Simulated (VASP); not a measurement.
# EuO (Fm-3m) in VASP: single point with PBE

Aim: the single point of EuO with PBE.

Everything below comes from runs of VASP 6.6.1. Logs are shortened: lines on timing, memory, paths and dates and some standing lists are left out, and cuts for length are marked.

**The experiment to reproduce.**

A printed reference work, monograph reports, for a bulk crystal of EuO at 300 K: band gap 1.115 eV (optical).

How close the calculation comes is told below.

## Step 1: The cell of the first run

The structure is cubic, space group Fm-3m (No. 225). Conventional cell: a = 5.061 Å, b = 5.061 Å, c = 5.061 Å, α = 90.00°, β = 90.00°, γ = 90.00°. Eu (site symmetry m-3m) has 6 O at 2.53 Å within 3.3 Å. O (site symmetry m-3m) has 6 Eu at 2.53 Å within 3.3 Å.

## Step 2: Single point, PBE, collinear spin, ferromagnetic start

The input, INCAR:

```
SYSTEM = EuO
ALGO     = Normal         ! electronic algorithm
EDIFF    = 1E-6           ! SCF threshold, eV
ENCUT    = 600            ! plane-wave cutoff, eV
GGA      = PE             ! functional
GGA_COMPAT= .FALSE.      
ISIF     = 2              ! what is computed and relaxed
ISMEAR   = 0              ! smearing method
ISPIN    = 2              ! spin polarisation
LASPH    = .TRUE.         ! aspherical terms in the spheres
LCHARG   = .FALSE.        ! write CHGCAR
LMAXMIX  = 6              ! l up to which the mixer works
LORBIT   = 11             ! projections on sites
LREAL    = .FALSE.        ! projectors in reciprocal space
LWAVE    = .FALSE.        ! write WAVECAR
MAGMOM   = 7 7 0 0        ! initial moments
NBANDS   = 35             ! bands
NELM     = 200            ! most SCF steps
PREC     = Accurate       ! precision mode
SIGMA    = 0.05           ! smearing width, eV
```

The input, KPOINTS:

```
k-points
0
G
  8 8 6
  0 0 0
```

The input, POSCAR:

```
EuO
1.0
    0.0000000000      2.5302957962     -2.5302957962
    0.0000000000      2.5302957962      2.5302957962
    5.0605915924      0.0000000000      0.0000000000
Eu O
2 2
Direct
    0.0000000000      0.0000000000      0.0000000000
    0.5000000000      0.5000000000      0.5000000000
    0.0000000000      1.0000000000      0.5000000000
    0.5000000000      1.5000000000      1.0000000000
```

Potentials or basis: VASP PAW PBE potentials, release 64 (Eu, O).

Run with:

```console
cat potpaw_PBE.64/Eu/POTCAR potpaw_PBE.64/O/POTCAR > POTCAR
mpirun -np 1 vasp_std > vasp.out
```

OUTCAR:

```text
SYSTEM = EuO
   EDIFF = 1E-6
   ENCUT = 600
   GGA = PE
   ISIF = 2
   ISMEAR = 0
   ISPIN = 2
   LASPH = .TRUE.
   LORBIT = 11
   LREAL = .FALSE.
   NELM = 200
   PREC = Accurate

 ion  position               nearest neighbor table
   1  0.000  0.000  0.000-   3 2.53   4 2.53   3 2.53   4 2.53   4 2.53   4 2.53
   2  0.500  0.500  0.500-   3 2.53   4 2.53   4 2.53   3 2.53   3 2.53   3 2.53
   3  0.000  0.000  0.500-   1 2.53   2 2.53   1 2.53   2 2.53   2 2.53   2 2.53
   4  0.500  0.500  0.000-   1 2.53   2 2.53   2 2.53   1 2.53   1 2.53   1 2.53

  LATTYP: Found a simple tetragonal cell.
 ALAT       =     3.5783786318
 C/A-ratio  =     1.4142135624

  Lattice vectors:

 A1 = (   0.0000000000,   2.5302957962,  -2.5302957962)
 A2 = (   0.0000000000,   2.5302957962,   2.5302957962)
 A3 = (   5.0605915924,   0.0000000000,   0.0000000000)

Analysis of symmetry for initial positions (statically):
=====================================================================
 Subroutine PRICEL returns following result:

  LATTYP: Found a face centered cubic cell.
 ALAT       =     5.0605915924

  Lattice vectors:

 A1 = (  -2.5302957962,  -2.5302957962,   0.0000000000)
 A2 = (  -2.5302957962,   0.0000000000,  -2.5302957962)
 A3 = (   0.0000000000,  -2.5302957962,  -2.5302957962)

   2 primitive cells build up your supercell.

 Routine SETGRP: Setting up the symmetry group for a
 simple tetragonal supercell.

 Subroutine GETGRP returns: Found 16 space group operations
 (whereof 16 operations were pure point group operations)
 out of a pool of 16 trial point group operations.

The static configuration has the point symmetry D_4h.

Analysis of symmetry for dynamics (positions and initial velocities):
=====================================================================
 Subroutine PRICEL returns following result:

  LATTYP: Found a face centered cubic cell.
 ALAT       =     5.0605915924

  Lattice vectors:

 A1 = (  -2.5302957962,  -2.5302957962,   0.0000000000)
 A2 = (  -2.5302957962,   0.0000000000,  -2.5302957962)
 A3 = (   0.0000000000,  -2.5302957962,  -2.5302957962)

   2 primitive cells build up your supercell.

 Routine SETGRP: Setting up the symmetry group for a
 simple tetragonal supercell.

 Subroutine GETGRP returns: Found 16 space group operations
 (whereof 16 operations were pure point group operations)
 out of a pool of 16 trial point group operations.

The dynamic configuration has the point symmetry D_4h.

Analysis of structural, dynamic, and magnetic symmetry:
=====================================================================
 Subroutine PRICEL returns following result:

  LATTYP: Found a face centered cubic cell.
 ALAT       =     5.0605915924

  Lattice vectors:

 A1 = (  -2.5302957962,  -2.5302957962,   0.0000000000)
 A2 = (  -2.5302957962,   0.0000000000,  -2.5302957962)
 A3 = (   0.0000000000,  -2.5302957962,  -2.5302957962)

   2 primitive cells build up your supercell.

 Routine SETGRP: Setting up the symmetry group for a
 simple tetragonal supercell.

 Subroutine GETGRP returns: Found 16 space group operations
 (whereof 16 operations were pure point group operations)
 out of a pool of 16 trial point group operations.

The overall configuration has the point symmetry D_4h.

 Subroutine INISYM returns: Found 16 space group operations
 (whereof 16 operations are pure point group operations),
 and found     2 'primitive' translations

----------------------------------------------------------------------------------------

                                     Primitive cell

  volume of cell :      32.3999

  direct lattice vectors                    reciprocal lattice vectors
    -2.530295796 -2.530295796  0.000000000    -0.197605355 -0.197605355  0.197605355
    -2.530295796  0.000000000 -2.530295796    -0.197605355  0.197605355 -0.197605355
     0.000000000 -2.530295796 -2.530295796     0.197605355 -0.197605355 -0.197605355

  length of vectors
     3.578378632  3.578378632  3.578378632     0.342262515  0.342262515  0.342262515

  position of ions in fractional coordinates (direct lattice)
     0.000000000  0.000000000  0.000000000
     0.500000000  0.500000000  0.500000000

  ion indices of the primitive-cell ions
   primitive index   ion index
                 1           1
                 2           3

----------------------------------------------------------------------------------------

 KPOINTS: k-points

Automatic generation of k-mesh.
 Grid dimensions read from file:
 generate k-points for:    8    8    6

 Generating k-lattice:

  Cartesian coordinates                     Fractional coordinates (reciprocal lattice)
     0.000000000  0.024700669 -0.024700669     0.125000000  0.000000000  0.000000000
     0.000000000  0.024700669  0.024700669     0.000000000  0.125000000  0.000000000
     0.032934226  0.000000000  0.000000000     0.000000000  0.000000000  0.166666667

  Length of vectors
     0.034932022  0.034932022  0.032934226

  Shift w.r.t. Gamma in fractional coordinates (k-lattice)
     0.000000000  0.000000000  0.000000000

 Subroutine IBZKPT returns following result:
 ===========================================

 Found     60 irreducible k-points:

 Following reciprocal coordinates:
            Coordinates               Weight
  0.000000  0.000000  0.000000      1.000000
  0.125000  0.000000  0.000000      4.000000
  0.250000  0.000000  0.000000      4.000000
  0.375000  0.000000  0.000000      4.000000
  0.500000  0.000000  0.000000      2.000000
  0.125000  0.125000  0.000000      4.000000
[... 16 lines left out ...]
  0.375000  0.125000  0.166667     16.000000
  0.500000  0.125000  0.166667      8.000000
 [... further k-points ...]
   k-points           NKPTS =     60   k-points in BZ     NKDIM =     60   number of bands    NBANDS=     35
   number of dos      NEDOS =    301   number of ions     NIONS =      4
   total plane-waves  NPLWV =  36000
   dimension x,y,z NGX =    30 NGY =   30 NGZ =   40
   dimension x,y,z NGXF=    60 NGYF=   60 NGZF=   80
   ions per type =               2   2
   NGX,Y,Z   is equivalent  to a cutoff of  13.94, 13.94, 13.14 a.u.
   NGXF,Y,Z  is equivalent  to a cutoff of  27.88, 27.88, 26.28 a.u.
 SYSTEM =  EuO
   PREC   = accura    normal or accurate (medium, high low for compatibility)
   ISTART =      0    job   : 0-new  1-cont  2-samecut
   ICHARG =      2    charge: 1-file 2-atom 10-const
   ISPIN  =      2    spin polarized calculation?
   LNONCOLLINEAR =      F non collinear calculations
   LSORBIT =      F    spin-orbit coupling
   LASPH  =      T    aspherical Exc in radial PAW
   ENCUT  =  600.0 eV  44.10 Ry    6.64 a.u.   7.15  7.15 10.11*2*pi/ulx,y,z
   NELM   =    200;   NELMIN=  2; NELMDL= -5     # of ELM steps
   EDIFF  = 0.1E-05   stopping-criterion for ELM
   LREAL  =      F    real-space projection
[... 7 lines left out ...]
   TEBEG  =    0.0;   TEEND  =   0.0 temperature during run
   PSTRESS=    0.0 pullay stress
   NELECT =      46.0000    total number of electrons
   NUPDOWN=      -1.0000    fix difference up-down
   EMIN   =  10.00;   EMAX   =-10.00  energy-range for DOS
   EFERMI =   0.00;   METHOD = LEGACY
   ISMEAR =     0;   SIGMA  =   0.05  broadening in eV -4-tet -1-fermi 0-gaus
   EFERMI_NEDOS =   21; number of points for ismear=-14 and -15
   IALGO  =     38    algorithm
   IMIX   =      4    mixing-type and parameters
     AMIX     =   0.40;   BMIX     =  1.00
     AMIX_MAG =   1.60;   BMIX_MAG =  1.00
  volume/ion in A,a.u.               =      16.20       109.32
  Fermi-wavevector in a.u.,A,eV,Ry     =   1.460392  2.759741 29.017760  2.132745
  Thomas-Fermi vector in A             =   2.576847
   LORBIT       =     11    0 simple, 1 ext, 2 COOP (PROOUT), +10 PAW based schemes
   GGA     = PE    functional components
   LHFCALC =     F    Hartree Fock is set to
   AEXX    =    0.0000 exact exchange contribution
   IVDW    =     0    specifies the selected vdW correction
   LEPSILON=     F    determine dielectric tensor
   LRPA    =     F    only Hartree local field effects (RPA)
 spin polarized calculation
 Gauss-broadening in eV      SIGMA  =   0.05
  energy-cutoff  :      600.00
  volume of cell :       64.80
 maximum number of plane-waves:      2212
 NGX is ok and might be reduce to    30
   NGX = 15   NGY = 15   NGZ = 21

 number of electron      46.0000008 magnetization      13.8990873

 Free energy of the ion-electron system (eV)
  ---------------------------------------------------
  ext. energy  EPLUGINS =         0.00000000
  ---------------------------------------------------
  free energy    TOTEN  =       -44.08630662 eV

  energy without entropy =      -44.08339113  energy(sigma->0) =      -44.08484887

 E-fermi :   5.0055     XC(G=0): -11.1339

 val. band max:        5.0018907736   @ k =   0.0000   0.0000   0.3333
 cond. band min:       5.0097814835   @ k =   0.1250   0.0000   0.0000
 fundamental gap:      0.0078907099
 Fermi energy:         5.0055231192

 spin component 1

 k-point     1 :       0.0000    0.0000    0.0000
  band No.  band energies     occupation
      1     -36.4990      1.00000
      2     -36.3489      1.00000
      3     -15.8673      1.00000
      4     -15.2347      1.00000
      5     -15.2347      1.00000
      6     -14.8364      1.00000
[... 901 lines left out ...]
     34       8.2028      0.00000
     35       9.8418      0.00000

 [... further k-points ...]

 spin component 2

 k-point     1 :       0.0000    0.0000    0.0000
  band No.  band energies     occupation
      1     -33.4605      1.00000
      2     -33.2687      1.00000
      3     -13.9811      1.00000
      4     -13.9699      1.00000
      5     -13.7865      1.00000
      6     -13.0273      1.00000
[... 901 lines left out ...]
     34      10.0138      0.00000
     35      11.1861      0.00000

 [... further k-points ...]
[... 5 lines left out ...]
  --------------------------------------------------------------------------------------
  -------------------------------------------------------------------------------------
  Total       -0.0191028     -0.0429068     -0.0429068      0.0000000      0.0000000      0.0000000
  in kB       -0.4723159     -1.0608725     -1.0608725      0.0000000      0.0000000      0.0000000
  external PRESSURE =      -0.8646870 kB  Pullay stress =       0.0000000 kB

 VOLUME and BASIS-vectors are now :
 -----------------------------------------------------------------------------
  energy-cutoff  :      600.00
  volume of cell :       64.80
      direct lattice vectors                 reciprocal lattice vectors
     0.000000000  2.530295796 -2.530295796     0.000000000  0.197605355 -0.197605355
     0.000000000  2.530295796  2.530295796     0.000000000  0.197605355  0.197605355
     5.060591592  0.000000000  0.000000000     0.197605355  0.000000000  0.000000000

 POSITION                                       TOTAL-FORCE (eV/Angst)
 -----------------------------------------------------------------------------------
      0.00000      0.00000      0.00000        -0.000000      0.000000      0.000000
      2.53030      2.53030      0.00000        -0.000000     -0.000000     -0.000000
      2.53030      0.00000      0.00000         0.000000      0.000000      0.000000
      0.00000      2.53030      0.00000        -0.000000     -0.000000     -0.000000
 -----------------------------------------------------------------------------------
    total drift:                               -0.000000      0.000000      0.000000

  FREE ENERGIE OF THE ION-ELECTRON SYSTEM (eV)
  ---------------------------------------------------
  free  energy   TOTEN  =       -44.0863066195 eV

  energy  without entropy=      -44.0833911291  energy(sigma->0) =      -44.08484887

 total charge

# of ion       s       p       d       f       tot
--------------------------------------------------
    1        2.033   5.768   0.428   6.603  14.831
    2        2.033   5.768   0.428   6.603  14.831
    3        1.552   3.409   0.000   0.000   4.962
    4        1.552   3.409   0.000   0.000   4.962
--------------------------------------------------
tot          7.170  18.355   0.855  13.205  39.586

 magnetization (x)

# of ion       s       p       d       f       tot
--------------------------------------------------
    1       -0.012  -0.104   0.150   6.544   6.577
    2       -0.012  -0.104   0.150   6.544   6.577
    3       -0.004  -0.093   0.000   0.000  -0.097
    4       -0.004  -0.093   0.000   0.000  -0.097
--------------------------------------------------
tot         -0.033  -0.394   0.299  13.089  12.961
```

Wall time 13 min (1 thread of Oxide Virtual Turin-like, shared host); peak memory 0.36 GiB.

What came out:

```
Free energy                                           : -44.0863 eV
Pressure                                              : -0.1 GPa
Net moment                                            : 13.90 μB per cell
Site moments                                          : Eu +6.58; O -0.10 μB
Valence electrons inside the program's atomic spheres : Eu 14.83; O 4.96
```

Caveat: spin-orbit coupling is left out, which moves the levels of the heavy elements; semilocal functionals describe open f shells poorly, which spoils levels, moments and volumes. The state reached can hang on the start; a lower one may exist.

## Step 3: Against experiment

Step 2. Against the measured gap of EuO, 1.115 eV (optical; 300 K; a printed reference work, monograph), the calculated 0.00 eV is off by -1.11 eV. So large a miss can be the level of theory's own, or it may mean another phase, state or a wrong row. Spin-orbit coupling on Eu is left out. The value is that of PBE on a finite k mesh, which can miss the band edges, without temperature or zero-point motion. Semilocal functionals fall short of measured gaps as a rule. The run's magnetic order (collinear spin, ferromagnetic start) needn't be the measured crystal's.
